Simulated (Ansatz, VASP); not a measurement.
**TaN: VASP beside Ansatz**

The input INCAR:

```
PREC     = Accurate       # precision mode
ENCUT    = 520            # plane-wave cutoff, eV
EDIFF    = 1E-6           # SCF threshold, eV
ISMEAR   = 0              # smearing method
SIGMA    = 0.15           # smearing width, eV
LREAL    = F              # projectors in reciprocal space
LASPH    = T              # aspherical terms in the spheres
NELM     = 80             # most SCF steps
ALGO     = Normal         # electronic algorithm
ISIF     = 2              # what is computed and relaxed
LWAVE    = F              # write WAVECAR
LCHARG   = F              # write CHGCAR
GGA      = PS             # functional
NBANDS   = 15             # bands
```

Contents of KPOINTS:

```
regular mesh
0
Gamma
  18 18 16
```

File POSCAR:

```
TaN
1.0
    2.8144000000      0.0000000000      0.0000000000
   -1.4072000000      2.4373418964      0.0000000000
    0.0000000000      0.0000000000      2.9066000000
Ta N
1 1
Direct
    0.3333333333      0.6666666667      0.5000000000
    0.0000000000      0.0000000000      0.0000000000
```

Input for Ansatz:

```yaml
crystal:
  lattice:
    - [2.8144, 0.0, 0.0]
    - [-1.4072, 2.4373418964, 0.0]
    - [0.0, 0.0, 2.9066]
  atoms:
    - { symbol: Ta, position: [0.3333333333, 0.6666666667, 0.5] }
    - { symbol: "N", position: [0.0, 0.0, 0.0] }
basis:
  ecutwfc: 520.0
kpoints:
  mp_grid: { grid: [18, 18, 16] }
hamiltonian:
  xc: pbesol
scf:
  occupations: { method: gaussian, width: 0.15 }
output:
  forces: true
  stress: true
  eigenvalues: true
```

Alike in both runs: task single point; functional PBEsol; k mesh 18 × 18 × 16; occupations gaussian, width 0.15 eV; no spin polarisation.

```csv
,VASP,Ansatz
version,VASP 6.6.1,Ansatz 0.2.0
potentials or method,"VASP PAW PBE potentials, release 64 (Ta_pv, N)","scalar-relativistic, plane waves, PAW"
plane-wave cutoff (eV),520,520
valence electrons in the cell,16,18
```

```csv
,VASP,Ansatz,Ansatz less VASP
gap on the k mesh at the Fermi level (eV),none,none,-
pressure (GPa),26.7,25.5,-1.18
largest component of the traceless stress (GPa),22.43,22.58,+0.145
```

A gap of «none» marks a metal or a gap that the smearing closes. The two sets of potentials don't hold the same shells in valence.

Caveats: so large a pressure means that the cell lies far from this level's equilibrium, or that cutoff or potentials fall short (VASP); the potentials were made for another functional, which shifts forces and pressure (VASP). Spin-orbit coupling is left out, which matters for the levels of Ta.
